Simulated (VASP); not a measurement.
# CdSe in VASP: one cell, several levels of theory

Aim: gap, levels, forces and stress of CdSe built on the zincblende prototype, under -3.0 % equal strain in all directions at fixed geometry. Runs: PBE, r2SCAN.

Program: VASP 6.6.1. PAW datasets, plane waves. The values are computed, spin-unpolarised, and not measurements.

### Step 1. The structure to begin with

The cell comes from an earlier relaxation with r2SCAN in another program.

It is cubic, F-43m (No. 216); a = 5.951 Å in the conventional setting, 26.35 Å³ an atom. Near Cd stand 4 Se at 2.58 Å; near Se stand 4 Cd at 2.58 Å.

The structure in full:

```
CELL_PARAMETERS angstrom
0.00000 2.97575 2.97575
2.97575 0.00000 2.97575
2.97575 2.97575 0.00000
ATOMIC_POSITIONS crystal
Cd 0.00000 0.00000 0.00000
Se 0.25000 0.25000 0.25000
```

### Step 2. Single point with PBE

File INCAR:

```
ENCUT = 520.000000
SIGMA = 0.020000
EDIFF = 1.00e-07
GGA = PE
PREC = Accurate
IBRION = -1
ISIF = 2
ISMEAR = -1
NBANDS = 16
NELM = 120
NSW = 0
LASPH = .TRUE.
LCHARG = .FALSE.
LWAVE = .FALSE.
LREAL = .FALSE.
```

File KPOINTS:

```
KPOINTS created by Atomic Simulation Environment
0
Gamma
8 8 8
0 0 0
```

File KPOINTS_OPT:

```
special points
6
Reciprocal
0.0000000000 0.0000000000 0.0000000000 1
-0.5000000000 -0.5000000000 0.0000000000 1
-0.3750000000 -0.3750000000 0.2500000000 1
-0.3750000000 0.0000000000 0.3750000000 1
0.0000000000 0.0000000000 0.5000000000 1
-0.5000000000 -0.2500000000 0.2500000000 1
```

File POSCAR:

```
Cd Se
 1.0000000000000000
     0.0000000000000000    2.9757475364000001    2.9757475364000001
     2.9757475364000001    0.0000000000000000    2.9757475364000001
     2.9757475364000001    2.9757475364000001    0.0000000000000000
 Cd  Se
   1   1
Cartesian
  0.0000000000000000  0.0000000000000000  0.0000000000000000
  1.4878737682000001  1.4878737682000001  1.4878737682000001
```

Potentials: the recommended PBE PAW datasets, 18 valence electrons in the neutral cell.

Command:

```bash
$ mpirun -np 1 vasp_std
```

Standard output, without the iteration lines:

```text
POSCAR found type information on POSCAR CdSe
 POSCAR found :  2 types and       2 ions
 LDA part: xc-table for (Slater+PW92), standard interpolation
 POSCAR, INCAR and KPOINTS ok, starting setup
 FFT: planning ... GRIDC
 FFT: planning ... GRID_SOFT
 FFT: planning ... GRID
 WAVECAR not read
 entering main loop
 Start KPOINTS_OPT (optional k-point list driver)
k-point batch [1-6\6]
```

OSZICAR:

```text
N       E                     dE             d eps       ncg     rms          rms(c)
DAV:   1     0.112640854570E+03    0.11264E+03   -0.88480E+03   928   0.102E+03
DAV:   2    -0.156980786615E+01   -0.11421E+03   -0.10818E+03  1088   0.255E+02
DAV:   3    -0.570299999271E+01   -0.41332E+01   -0.41263E+01  1184   0.507E+01
DAV:   4    -0.571913575436E+01   -0.16136E-01   -0.16135E-01  1128   0.316E+00
DAV:   5    -0.571923189176E+01   -0.96137E-04   -0.96137E-04  1168   0.213E-01    0.722E+00
DAV:   6    -0.537295463544E+01    0.34628E+00   -0.51635E-01  1360   0.924E+00    0.555E+00
DAV:   7    -0.534911158679E+01    0.23843E-01   -0.16224E-01  1128   0.271E+00    0.226E+00
DAV:   8    -0.534993266175E+01   -0.82107E-03   -0.16257E-02  1056   0.161E+00    0.269E-01
DAV:   9    -0.535003834934E+01   -0.10569E-03   -0.16124E-03  1152   0.554E-01    0.520E-02
DAV:  10    -0.535010347016E+01   -0.65121E-04   -0.17009E-04  1216   0.169E-01    0.408E-02
DAV:  11    -0.535014595565E+01   -0.42485E-04   -0.69084E-05  1104   0.531E-02    0.130E-02
DAV:  12    -0.535014611150E+01   -0.15585E-06   -0.22935E-06  1160   0.211E-02    0.488E-03
DAV:  13    -0.535014641713E+01   -0.30563E-06   -0.12458E-06  1184   0.955E-03    0.160E-03
DAV:  14    -0.535014644796E+01   -0.30830E-07   -0.33287E-08   864   0.131E-03
   1 F= -.53501464E+01 E0= -.53501464E+01  d E =-.513443E-10
       N       E                     dE             ncg
DAV:   1     0.559929352769E+03   -0.30921E+04      200
DAV:   2    -0.782499783818E+02   -0.63818E+03      224
DAV:   3    -0.100783859186E+03   -0.22534E+02      232
DAV:   4    -0.100871677347E+03   -0.87818E-01      240
DAV:   5    -0.100872186796E+03   -0.50945E-03      240
DAV:   6    -0.100872192893E+03   -0.60971E-05      248
DAV:   7    -0.100872192984E+03   -0.91113E-07      240
```

The lines after F= are the extra pass for the points of KPOINTS_OPT, at fixed density; their E is not a total energy.

OUTCAR, selected sections:

```text
k-points           NKPTS =     29   k-points in BZ     NKDIM =     29   number of bands    NBANDS=     16

   NELECT =      18.0000    total number of electrons

   dimension x,y,z NGX =    32 NGY =   32 NGZ =   32
   dimension x,y,z NGXF=    64 NGYF=   64 NGZF=   64

  energy-cutoff  :      520.00
  volume of cell :       52.70
      direct lattice vectors                 reciprocal lattice vectors
     0.000000000  2.975747536  2.975747536    -0.168025007  0.168025007  0.168025007
     2.975747536  0.000000000  2.975747536     0.168025007 -0.168025007  0.168025007
     2.975747536  2.975747536  0.000000000     0.168025007  0.168025007 -0.168025007

 k-points in reciprocal lattice and weights: KPOINTS created by Atomic Simulation Env
   0.00000000  0.00000000  0.00000000       0.002
   0.12500000  0.00000000  0.00000000       0.016
   0.25000000  0.00000000  0.00000000       0.016
   0.37500000  0.00000000  0.00000000       0.016
   0.50000000  0.00000000  0.00000000       0.008
   0.12500000  0.12500000  0.00000000       0.012
   0.25000000  0.12500000  0.00000000       0.047
   0.37500000  0.12500000  0.00000000       0.047
[... 21 more k-points ...]

 E-fermi :   1.8589

 k-point     1 :       0.0000    0.0000    0.0000
  band No.  band energies     occupation
      1     -11.4993      2.00000
      2      -6.6953      2.00000
      3      -6.6953      2.00000
      4      -6.6953      2.00000
      5      -6.2450      2.00000
      6      -6.2450      2.00000
      7       1.4870      2.00000
      8       1.4870      2.00000
      9       1.4870      2.00000
     10       2.2313      0.00000
     11       7.4134      0.00000
     12       7.4134      0.00000
     13       7.4134      0.00000
     14      11.5370      0.00000
     15      12.7338      0.00000
     16      12.7338      0.00000

 k-point     2 :       0.1250    0.0000    0.0000
  band No.  band energies     occupation
      1     -11.4370      2.00000
      2      -6.6748      2.00000
      3      -6.6748      2.00000
      4      -6.6445      2.00000
      5      -6.2463      2.00000
      6      -6.2463      2.00000
      7       0.2292      2.00000
      8       1.3438      2.00000
      9       1.3438      2.00000
     10       3.2311      0.00000
     11       7.2321      0.00000
     12       7.6355      0.00000
     13       7.6355      0.00000
     14      11.9032      0.00000
     15      11.9032      0.00000
     16      12.2228      0.00000

 k-point     3 :       0.2500    0.0000    0.0000
  band No.  band energies     occupation
      1     -11.2845      2.00000
      2      -6.6300      2.00000
      3      -6.6300      2.00000
      4      -6.4634      2.00000
      5      -6.2429      2.00000
      6      -6.2429      2.00000
      7      -1.3547      2.00000
      8       1.0300      2.00000
      9       1.0300      2.00000
     10       3.9062      0.00000
     11       7.5595      0.00000
     12       7.9712      0.00000
     13       7.9712      0.00000
     14      11.6551      0.00000
     15      11.6551      0.00000
     16      11.7244      0.00000

 k-point     4 :       0.3750    0.0000    0.0000
  band No.  band energies     occupation
      1     -11.1300      2.00000
      2      -6.5946      2.00000
      3      -6.5946      2.00000
      4      -6.2272      2.00000
      5      -6.2272      2.00000
      6      -6.1331      2.00000
      7      -2.7003      2.00000
      8       0.7486      2.00000
      9       0.7486      2.00000
     10       3.9878      0.00000
     11       7.9931      0.00000
     12       7.9931      0.00000
     13       8.5743      0.00000
     14      11.4471      0.00000
     15      12.6076      0.00000
     16      12.6076      0.00000

 k-point     5 :       0.5000    0.0000    0.0000
  band No.  band energies     occupation
      1     -11.0657      2.00000
      2      -6.5834      2.00000
      3      -6.5834      2.00000
      4      -6.2164      2.00000
      5      -6.2164      2.00000
      6      -5.8972      2.00000
      7      -3.3061      2.00000
      8       0.6390      2.00000
      9       0.6390      2.00000
     10       3.9590      0.00000
     11       7.9360      0.00000
     12       7.9360      0.00000
     13       9.0831      0.00000
     14      11.7381      0.00000
     15      13.8530      0.00000
     16      13.8530      0.00000

[... the tables of k-points 6 to 29 left out ...]

  Total        2.4986131      2.4986131      2.4986131     -0.0000000     -0.0000000      0.0000000
  in kB       75.9611198     75.9611198     75.9611198     -0.0000000     -0.0000000      0.0000000
  external PRESSURE =      75.9611198 kB  Pullay stress =       0.0000000 kB

 POSITION                                       TOTAL-FORCE (eV/Angst)
 -----------------------------------------------------------------------------------
      0.00000      0.00000      0.00000        -0.000000      0.000000     -0.000000
      1.48787      1.48787      1.48787         0.000000     -0.000000      0.000000
 -----------------------------------------------------------------------------------
    total drift:                               -0.000000     -0.000000     -0.000000

  FREE ENERGIE OF THE ION-ELECTRON SYSTEM (eV)
  ---------------------------------------------------
  free  energy   TOTEN  =        -5.3501464480 eV

  energy  without entropy=       -5.3501464479  energy(sigma->0) =       -5.35014645
```

Wall time 21 s (1 MPI rank of Intel Xeon Platinum 8488C, shared host); peak memory 0.19 GiB.

The levels at the points of KPOINTS_OPT are read from vasprun.xml.

Levels at the named points, in eV from the top of band v (v: the last filled band by count, c: the next):

| point | v−1 | v | c | c+1 |
| --- | --- | --- | --- | --- |
| Γ | 0.00 | 0.00 | 0.74 | 5.93 |
| X | -2.09 | -2.09 | 3.01 | 3.80 |
| U | -2.83 | -1.71 | 3.68 | 5.31 |
| K | -2.83 | -1.71 | 3.68 | 5.31 |
| L | -0.85 | -0.85 | 2.47 | 6.45 |
| W | -2.51 | -2.49 | 5.21 | 5.32 |

The PBE gap is 0.74 eV, direct at Γ. Pressure: 7.60 GPa; the forces vanish within 0.01 eV/Å.

### Step 3. r2SCAN at this geometry

File INCAR:

```
ENCUT = 520.000000
SIGMA = 0.010000
EDIFF = 1.00e-07
ALGO = Normal
METAGGA = R2SCAN
PREC = Accurate
IBRION = -1
ISIF = 2
ISMEAR = 0
NBANDS = 16
NELM = 120
NSW = 0
LASPH = .TRUE.
LCHARG = .TRUE.
LELF = .TRUE.
LWAVE = .FALSE.
LREAL = .FALSE.
```

KPOINTS is that of step 2.

KPOINTS_OPT is that of step 2.

POSCAR is that of step 2.

Command:

```bash
$ mpirun -np 1 vasp_std
```

Printed to the terminal (iteration lines stand in OSZICAR):

```text
POSCAR found type information on POSCAR CdSe
 POSCAR found :  2 types and       2 ions
 -----------------------------------------------------------------------------
|                                                                             |
|                                                                             |
|     You enforced a specific xc type in the INCAR file but a different       |
|     I HOPE YOU KNOW WHAT YOU ARE DOING!                                     |
|                                                                             |
 -----------------------------------------------------------------------------

 LDA part: xc-table for (None), standard interpolation
 POSCAR, INCAR and KPOINTS ok, starting setup
 FFT: planning ... GRIDC
 FFT: planning ... GRID_SOFT
 FFT: planning ... GRID
 WAVECAR not read
 entering main loop
 Start KPOINTS_OPT (optional k-point list driver)
k-point batch [1-6\6]
```

OSZICAR:

```text
N       E                     dE             d eps       ncg     rms          rms(c)
DAV:   1     0.807177705131E+02    0.80718E+02   -0.89844E+03   928   0.104E+03
DAV:   2    -0.364119972901E+02   -0.11713E+03   -0.11072E+03  1104   0.260E+02
DAV:   3    -0.406522286054E+02   -0.42402E+01   -0.42341E+01  1176   0.522E+01
DAV:   4    -0.406678821766E+02   -0.15654E-01   -0.15653E-01  1136   0.320E+00
DAV:   5    -0.406679819975E+02   -0.99821E-04   -0.99821E-04  1160   0.223E-01    0.699E+00
DAV:   6    -0.358478453136E+02    0.48201E+01   -0.29488E+00   960   0.245E+01    0.819E+00
DAV:   7    -0.358140830113E+02    0.33762E-01   -0.23088E-01  1104   0.490E+00    0.477E+00
DAV:   8    -0.358210902573E+02   -0.70072E-02   -0.70468E-02  1128   0.274E+00    0.844E-01
DAV:   9    -0.358242373437E+02   -0.31471E-02   -0.52708E-03  1208   0.602E-01    0.192E-01
DAV:  10    -0.358242027434E+02    0.34600E-04   -0.18046E-03  1168   0.410E-01    0.988E-02
DAV:  11    -0.358241615978E+02    0.41146E-04   -0.10518E-04  1064   0.147E-01    0.472E-02
DAV:  12    -0.358241605726E+02    0.10253E-05   -0.10847E-04  1136   0.129E-01    0.198E-02
DAV:  13    -0.358241580859E+02    0.24867E-05   -0.62771E-06  1056   0.388E-02    0.364E-03
DAV:  14    -0.358241576565E+02    0.42938E-06   -0.83654E-07  1112   0.111E-02    0.192E-03
DAV:  15    -0.358241577292E+02   -0.72714E-07   -0.10524E-07   632   0.475E-03
   1 F= -.35824158E+02 E0= -.35824158E+02  d E =-.172055E-31
       N       E                     dE             ncg
DAV:   1     0.530870287466E+03   -0.31211E+04      200
DAV:   2    -0.127846480878E+03   -0.65872E+03      224
DAV:   3    -0.151049848974E+03   -0.23203E+02      240
DAV:   4    -0.151135811982E+03   -0.85963E-01      232
DAV:   5    -0.151136362143E+03   -0.55016E-03      256
DAV:   6    -0.151136368937E+03   -0.67936E-05      232
DAV:   7    -0.151136369038E+03   -0.10103E-06      256
DAV:   8    -0.151136369040E+03   -0.24174E-08      176
```

From OUTCAR:

```text
k-points           NKPTS =     29   k-points in BZ     NKDIM =     29   number of bands    NBANDS=     16

   NELECT =      18.0000    total number of electrons

   dimension x,y,z NGX =    32 NGY =   32 NGZ =   32
   dimension x,y,z NGXF=    64 NGYF=   64 NGZF=   64

  energy-cutoff  :      520.00
  volume of cell :       52.70
      direct lattice vectors                 reciprocal lattice vectors
     0.000000000  2.975747536  2.975747536    -0.168025007  0.168025007  0.168025007
     2.975747536  0.000000000  2.975747536     0.168025007 -0.168025007  0.168025007
     2.975747536  2.975747536  0.000000000     0.168025007  0.168025007 -0.168025007

 k-points in reciprocal lattice and weights: KPOINTS created by Atomic Simulation Env
   0.00000000  0.00000000  0.00000000       0.002
   0.12500000  0.00000000  0.00000000       0.016
   0.25000000  0.00000000  0.00000000       0.016
   0.37500000  0.00000000  0.00000000       0.016
   0.50000000  0.00000000  0.00000000       0.008
   0.12500000  0.12500000  0.00000000       0.012
   0.25000000  0.12500000  0.00000000       0.047
   0.37500000  0.12500000  0.00000000       0.047
[... 21 more k-points ...]

 E-fermi :   1.2710

 k-point     1 :       0.0000    0.0000    0.0000
  band No.  band energies     occupation
      1     -12.2368      2.00000
      2      -7.2219      2.00000
      3      -7.2218      2.00000
      4      -7.2218      2.00000
      5      -6.7372      2.00000
      6      -6.7372      2.00000
      7       1.1917      2.00000
      8       1.1917      2.00000
      9       1.1917      2.00000
     10       2.4238      0.00000
     11       7.6558      0.00000
     12       7.6558      0.00000
     13       7.6558      0.00000
     14      11.8241      0.00000
     15      12.9925      0.00000
     16      12.9925      0.00000

 k-point     2 :       0.1250    0.0000    0.0000
  band No.  band energies     occupation
      1     -12.1732      2.00000
      2      -7.2002      2.00000
      3      -7.2002      2.00000
      4      -7.1665      2.00000
      5      -6.7384      2.00000
      6      -6.7384      2.00000
      7       0.0087      2.00000
      8       1.0479      2.00000
      9       1.0479      2.00000
     10       3.3549      0.00000
     11       7.4386      0.00000
     12       7.8826      0.00000
     13       7.8827      0.00000
     14      12.1304      0.00000
     15      12.1304      0.00000
     16      12.5151      0.00000

 k-point     3 :       0.2500    0.0000    0.0000
  band No.  band energies     occupation
      1     -12.0177      2.00000
      2      -7.1526      2.00000
      3      -7.1526      2.00000
      4      -6.9726      2.00000
      5      -6.7347      2.00000
      6      -6.7347      2.00000
      7      -1.6283      2.00000
      8       0.7305      2.00000
      9       0.7305      2.00000
     10       4.0798      0.00000
     11       7.7247      0.00000
     12       8.2090      0.00000
     13       8.2090      0.00000
     14      11.8877      0.00000
     15      11.8877      0.00000
     16      11.9225      0.00000

 k-point     4 :       0.3750    0.0000    0.0000
  band No.  band energies     occupation
      1     -11.8601      2.00000
      2      -7.1141      2.00000
      3      -7.1141      2.00000
      4      -6.7189      2.00000
      5      -6.7189      2.00000
      6      -6.6246      2.00000
      7      -3.0264      2.00000
      8       0.4438      2.00000
      9       0.4438      2.00000
     10       4.1729      0.00000
     11       8.1944      0.00000
     12       8.1944      0.00000
     13       8.7191      0.00000
     14      11.6765      0.00000
     15      12.9167      0.00000
     16      12.9167      0.00000

 k-point     5 :       0.5000    0.0000    0.0000
  band No.  band energies     occupation
      1     -11.7946      2.00000
      2      -7.1015      2.00000
      3      -7.1015      2.00000
      4      -6.7080      2.00000
      5      -6.7080      2.00000
      6      -6.3788      2.00000
      7      -3.6549      2.00000
      8       0.3318      2.00000
      9       0.3318      2.00000
     10       4.1424      0.00000
     11       8.1212      0.00000
     12       8.1212      0.00000
     13       9.1962      0.00000
     14      12.0342      0.00000
     15      14.2346      0.00000
     16      14.2346      0.00000

[... the tables of k-points 6 to 29 left out ...]

  Total        2.0056740      2.0056740      2.0056740      0.0000000     -0.0000000      0.0000000
  in kB       60.9751235     60.9751235     60.9751235      0.0000000     -0.0000000      0.0000000
  external PRESSURE =      60.9751235 kB  Pullay stress =       0.0000000 kB

 POSITION                                       TOTAL-FORCE (eV/Angst)
 -----------------------------------------------------------------------------------
      0.00000      0.00000      0.00000        -0.000000     -0.000000     -0.000000
      1.48787      1.48787      1.48787         0.000000      0.000000      0.000000
 -----------------------------------------------------------------------------------
    total drift:                                0.000000      0.000000      0.000000

  FREE ENERGIE OF THE ION-ELECTRON SYSTEM (eV)
  ---------------------------------------------------
  free  energy   TOTEN  =       -35.8241577292 eV

  energy  without entropy=      -35.8241577292  energy(sigma->0) =      -35.82415773
```

It took 53 s on 1 MPI rank of Intel Xeon Platinum 8488C, shared host; peak memory 0.19 GiB.

The levels at the points of KPOINTS_OPT are read from vasprun.xml.

Band energies at the special points (eV, zero at the top of v, the last band that the electrons fill by count):

```
point    v−1      v     c   c+1
    Γ   0.00   0.00  1.23  6.46
    X  -2.13  -2.13  3.33  4.20
    U  -2.88  -1.74  4.06  5.74
    K  -2.88  -1.74  4.06  5.74
    L  -0.86  -0.86  2.95  6.93
    W  -2.54  -2.54  5.51  5.82
```

r2SCAN gives a direct gap of 1.23 eV at Γ. Pressure: 6.10 GPa; the forces vanish within 0.01 eV/Å.

The maps below are laid out on this run's own conventional cell (a, b, c = 5.951, 5.951, 5.951 Å).

Density in a lattice plane of the grid's cell (edges 5.95 and 5.95 Å, at 0.000 of the third edge), which holds Cd.

Ten even steps from ' ' (0.01 e/Å³) to '@' (9.97 e/Å³):
```
##++--..                                  ..--++
--::..                                      ..::
                                                
                                                
                                                
                                                
                                                
                    ..::--::..                  
                  ..--++##++--..                
                  ..==##@@##==..                
                  ..--++##++--..                
                    ..::--::..                  
                                                
                                                
                                                
                                                
                                                
--::..                                      ..::
##++--..                                  ..--++
@@##==..                                  ..==##
```
Columns run along the first of these edges and rows up along the second, over one cell in 24 and 20 even steps from the bottom left corner. Atoms in the plane (fractional): Cd at (0.00, 0.00), Cd at (0.50, 0.50).

ELF in the same plane.

Ten even steps from ' ' (0.00) to '@' (0.54):
```
    ::====::::....              ....::::====::  
..::====--------::..          ..::--------====::
======----==****++--..      ..--++****==----====
--::::--++##@@%%##==::......::==##%%@@##++--::::
::::--==##@@@@@@##==--::::::--==##@@@@@@##==--::
....::==##%%@@##++--::::--::::--++##@@%%##==::..
    ..--++****==----==========----++****++--..  
      ..::--------====::..::====--------::..    
        ....::::====::      ::====::::....      
          ..::::====    ..    ====::::..        
        ....::::====::      ::====::::....      
      ..::--------====::..::====--------::..    
    ..--++****==----==========----==****++--..  
....::==##%%@@##++--::::--::::--++##@@%%##==::..
::::--==##@@@@@@##==--::::::--==##@@@@@@##==--::
--::::--++##@@%%##==::......::==##%%@@##++--::::
======----++****++--..      ..--++****==----====
..::====--------::..          ..::--------====::
    ::====::::....              ....::::====::  
..    ====::::..                  ..::::====    
```
Columns run along the first of these edges and rows up along the second, over one cell in 24 and 20 even steps from the bottom left corner. Atoms in the plane (fractional): Cd at (0.00, 0.00), Cd at (0.50, 0.50).

Both are smooth fields of the valence electrons: close to the nuclei they are not physical.

The highest ELF values outside the cores: 0.88 in the shell around Se, 0.9 Å from Se.

### Step 4. Results

```
 level  gap (eV)  pressure (GPa)
   PBE      0.74            7.60
r2SCAN      1.23            6.10
```

What this shows: The gap runs from 0.74 eV (PBE) to 1.23 eV (r2SCAN). At this one volume the pressure spans 6.1 GPa (r2SCAN) to 7.6 GPa (PBE): PBE wants the largest cell and r2SCAN the smallest.
